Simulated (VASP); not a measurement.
Write the native input for VASP 6.6.1 that does the following.

| Item | Value |
| --- | --- |
| Task | single point |
| Functional | PBEsol |
| Potentials or basis | VASP PAW PBE potentials, release 64 (Ti_sv) |
| Cutoff | 520 eV |
| k mesh | 20 × 20 × 20 |
| Occupations | gaussian, width 0.15 eV |
| Spin | no spin polarisation |
| Dipole correction | no |
| Further INCAR settings | ALGO = Normal; EDIFF = 1e-06; NBANDS = 12 |

The structure of Ti lies in POSCAR:

```
Ti
1.0
    0.0000000000      1.8676000000      1.9488000000
    1.8676000000      0.0000000000      1.9488000000
    1.8676000000      1.8676000000      0.0000000000
Ti
1
Direct
    0.0000000000      0.0000000000      0.0000000000
```

This isn't the form of Ti at room conditions, which is hcp.

The cell isn't the ideal one: strain -0.080 along x and y, -0.040 along z, atoms carried along.

The input as run:

INCAR

```
PREC     = Accurate       # precision mode
ENCUT    = 520            # plane-wave cutoff, eV
EDIFF    = 1E-6           # SCF threshold, eV
ISMEAR   = 0              # smearing method
SIGMA    = 0.15           # smearing width, eV
LREAL    = F              # projectors in reciprocal space
LASPH    = T              # aspherical terms in the spheres
NELM     = 100            # most SCF steps
ALGO     = Normal         # electronic algorithm
ISIF     = 2              # what is computed and relaxed
LWAVE    = F              # write WAVECAR
LCHARG   = F              # write CHGCAR
GGA      = PS             # functional
NBANDS   = 12             # bands
```

KPOINTS

```
regular mesh
0
Gamma
  20 20 20
```

Potentials or basis: VASP PAW PBE potentials, release 64 (Ti_sv).

Run with:

```bash
$ cat potpaw_PBE.64/Ti_sv/POTCAR > POTCAR
$ mpirun -np 1 vasp_std > vasp.out
```

It gave:

```
Pressure               : 32.0 GPa
Band gap on the k mesh : none (metal or under the smearing width)
```

Caveat: so large a pressure means that the cell lies far from this level's equilibrium, or that cutoff or potentials fall short; the potentials were made for another functional, which shifts forces and pressure.

Run time: 30 s on 1 thread of Intel(R) Xeon(R) 6975P-C (Granite Rapids) (shared host), peak memory 0.21 GiB.
